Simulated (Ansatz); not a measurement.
# Deforming TiSi$_{2}$

```
CELL_PARAMETERS angstrom
0.00000 4.11800 4.26150
2.38650 0.00000 4.26150
2.38650 4.11800 0.00000
ATOMIC_POSITIONS crystal
Ti 0.75000 0.75000 0.75000
Ti 0.50000 0.50000 0.50000
Si 0.08300 0.41700 0.08300
Si 0.41700 0.08300 0.41700
Si 0.16700 0.83300 0.16700
Si 0.83300 0.16700 0.83300
```

Atoms are numbered in the order listed.

The cell is COD entry 1010453, as deposited and not checked against the literature; nothing was relaxed. It is an old determination, and later ones may differ.

Computed with DFT, PBE, all-electron LAPW, scalar-relativistic (Ansatz 0.2.0).

Numerical set-up: a Γ-centred 8×8×8 k mesh, Fermi–Dirac smearing of 0.08 eV, basis error target 0.5 meV/atom, no spin polarisation.

The unchanged cell is at 2.32 GPa.

In a metal, stresses and small energies carry noise from the k mesh.

x, y and z are the Cartesian axes of the cell as listed; fractional coordinates follow a strain, and an engineering shear is twice the off-diagonal strain component.

With equal xy, yz and zx engineering shear strains of -2 %: energy change +7 meV/atom; stress change (xx, yy, zz, yz, xz, xy) 0.22, 0.05, 0.28, 1.92, 3.18, 2.65 GPa, compression positive; change of the force on Ti1 (-0.134, -0.136, -0.132) eV/Å.

Task: With this change (equal xy, yz and zx engineering shear strains of +1 %), what becomes of the energy and stress and forces?

Result: Energy change +2 meV/atom; stress change (xx, yy, zz, yz, xz, xy) 0.06, 0.01, 0.07, -0.95, -1.58, -1.31 GPa, compression positive; change of the force on Ti1 (0.065, 0.065, 0.055) eV/Å.

Task: With this change (equal xy, yz and zx engineering shear strains of +3 %), what becomes of the energy and stress and forces?

Result: Energy change +15 meV/atom; stress change (xx, yy, zz, yz, xz, xy) 0.50, 0.11, 0.61, -2.80, -4.65, -3.88 GPa, compression positive; change of the force on Ti1 (0.187, 0.191, 0.142) eV/Å.

Task: With this change (equal xy, yz and zx engineering shear strains of -3 %), what becomes of the energy and stress and forces?

Result: Energy change +16 meV/atom; stress change (xx, yy, zz, yz, xz, xy) 0.48, 0.12, 0.63, 2.89, 4.77, 3.99 GPa, compression positive; change of the force on Ti1 (-0.202, -0.208, -0.208) eV/Å.

Task: With this change (equal xy, yz and zx engineering shear strains of -1 %), what becomes of the energy and stress and forces?

Result: Energy change +2 meV/atom; stress change (xx, yy, zz, yz, xz, xy) 0.05, 0.01, 0.07, 0.95, 1.59, 1.32 GPa, compression positive; change of the force on Ti1 (-0.066, -0.067, -0.062) eV/Å.

Task: With this change (equal xy, yz and zx engineering shear strains of +2 %), what becomes of the energy and stress and forces?

Result: Energy change +7 meV/atom; stress change (xx, yy, zz, yz, xz, xy) 0.22, 0.05, 0.27, -1.88, -3.13, -2.61 GPa, compression positive; change of the force on Ti1 (0.127, 0.129, 0.102) eV/Å.
